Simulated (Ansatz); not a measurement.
Here is an Ansatz 0.2.0 calculation.

Contents of input.yaml:

```yaml
crystal:
  lattice:
    - [2.9, 0.0, 0.0]
    - [-1.45, 2.511473671, 0.0]
    - [0.0, 0.0, 4.88]
  atoms:
    - { symbol: Au, position: [0.6666666667, 0.3333333333, 0.25] }
    - { symbol: Au, position: [0.3333333333, 0.6666666667, 0.75] }
hamiltonian:
  xc: pbesol
  pseudopotentials: { kind: paw, source: ansatz }
kpoints:
  mp_grid: { grid: [11, 11, 6] }
  band_path:
    path:
      - [[0.0, 0.0, 0.0], [0.5, 0.0, 0.0], [0.3333333333, 0.3333333333, 0.0], [0.0, 0.0, 0.0], [0.0, 0.0, 0.5], [0.5, 0.0, 0.5], [0.3333333333, 0.3333333333, 0.5], [0.0, 0.0, 0.5]]
      - [[0.5, 0.0, 0.5], [0.5, 0.0, 0.0]]
      - [[0.3333333333, 0.3333333333, 0.0], [0.3333333333, 0.3333333333, 0.5]]
    npoints: 14
scf:
  occupations: { method: fermi_dirac, width: 0.05 }
  n_extra_bands: 6
output:
  forces: true
  stress: true
  eigenvalues: true
  fatbands: true
```

Potentials or basis: Ansatz PAW earlier set.

Run with:

```sh
$ ansatz run input.yaml --threads 2 --pin off --max-ram 5632MiB --backend cpu --events-out ev --progress --plain --runs-dir out
```

What does it give for the band gap on the k mesh?

None (metal or under the smearing width).

What does it give for the pressure?

-6.4 GPa.

Levels at the corners of the path, in eV from the Fermi level:
```tsv
point	band 14	band 15	band 16	band 17	band 18	band 19	band 20	band 21	band 22	band 23
Γ	-4.02	-4.02	-3.36	-3.36	-2.08	-2.08	-1.00	2.49	14.55	15.58
M	-3.89	-3.50	-1.87	-1.77	-1.60	0.39	1.53	5.62	7.06	7.13
K	-4.45	-3.53	-2.35	-2.35	-2.27	2.28	2.28	3.83	9.37	9.54
Γ	-4.02	-4.02	-3.36	-3.36	-2.08	-2.08	-1.00	2.49	14.55	15.58
A	-4.35	-4.35	-4.35	-2.51	-2.51	-2.51	-2.51	10.31	10.31	14.83
L	-3.25	-2.30	-2.30	-1.67	-1.67	0.53	0.53	3.78	3.78	12.99
H	-4.35	-3.51	-3.51	-2.03	-2.03	4.10	4.10	4.54	4.54	6.40
A	-4.35	-4.35	-4.35	-2.51	-2.51	-2.51	-2.51	10.31	10.31	14.83
L	-3.25	-2.30	-2.30	-1.67	-1.67	0.53	0.53	3.78	3.78	12.99
M	-3.89	-3.50	-1.87	-1.77	-1.60	0.39	1.53	5.62	7.06	7.13
K	-4.45	-3.53	-2.35	-2.35	-2.27	2.28	2.28	3.83	9.37	9.54
H	-4.35	-3.51	-3.51	-2.03	-2.03	4.10	4.10	4.54	4.54	6.40
```

Caveat: spin-orbit coupling is left out, which moves the levels of the heavy elements; the PAW data sets come from PBE, with cores solved anew for the run's functional, which leaves a small shift of forces and pressure.
